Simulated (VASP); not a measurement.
Set up this calculation in VASP 6.6.1, as the native input.

```
Task                   : relaxation of cell and atoms
Functional             : r2SCAN
Potentials or basis    : VASP PAW PBE potentials, release 64 (B, N)
Cutoff                 : 600 eV
k mesh                 : 14 × 14 × 14
Occupations            : gaussian, width 0.03 eV
Spin                   : no spin polarisation
Further INCAR settings : ALGO = Normal; EDIFF = 1e-06; IBRION = 2; EDIFFG = -0.01; NSW = 90; ISIF = 3
```

The structure of BN (Qingsongite) lies in POSCAR:

```
BN
1.0
    0.0000000000      1.8075000000      1.8075000000
    1.8075000000      0.0000000000      1.8075000000
    1.8075000000      1.8075000000      0.0000000000
B N
1 1
Direct
    0.0000000000      0.0000000000      0.0000000000
    0.2500000000      0.2500000000      0.2500000000
```

These files were run (other wordings do the same):

INCAR

```
SYSTEM = BN
ALGO     = Normal         ! electronic algorithm
EDIFF    = 1E-6           ! SCF threshold, eV
EDIFFG   = -0.01          ! ionic threshold
ENCUT    = 600            ! plane-wave cutoff, eV
IBRION   = 2              ! ionic algorithm
ISIF     = 3              ! what is computed and relaxed
ISMEAR   = 0              ! smearing method
LASPH    = .TRUE.         ! aspherical terms in the spheres
LCHARG   = .FALSE.        ! write CHGCAR
LMIXTAU  = .TRUE.       
LREAL    = .FALSE.        ! projectors in reciprocal space
LWAVE    = .FALSE.        ! write WAVECAR
METAGGA  = R2SCAN         ! meta-GGA
NELM     = 80             ! most SCF steps
NSW      = 90             ! ionic steps
PREC     = Accurate       ! precision mode
SIGMA    = 0.03           ! smearing width, eV
```

KPOINTS

```
k-points
0
G
  14 14 14
  0 0 0
```

Potentials or basis: VASP PAW PBE potentials, release 64 (B, N).

Command:

```console
$ cat potpaw_PBE.64/B/POTCAR potpaw_PBE.64/N/POTCAR > POTCAR
$ mpirun -np 1 vasp_std > vasp.out
```

Results of the run:

The relaxed volume is 5.90 Å³/atom. The relaxed cell is a = 2.555 Å, b = 2.555 Å, c = 2.555 Å, α = 60.00°, β = 60.00°, γ = 60.00° and the space group after relaxing (to 0.05 Å) is F-43m (No. 216). The energy gained by relaxing is 0.0 meV/atom. The ionic steps are 3. The pressure after relaxing is 0.0 GPa and the band gap on the k mesh is 4.98 eV, indirect (least direct gap 9.53 eV).

Caveat: the PAW data sets were made with another functional, which shifts forces and pressure a little.

Wall time 78 s on 1 thread of AMD EPYC 9R14 (Zen 4), on a shared host, peak memory 0.1 GiB.
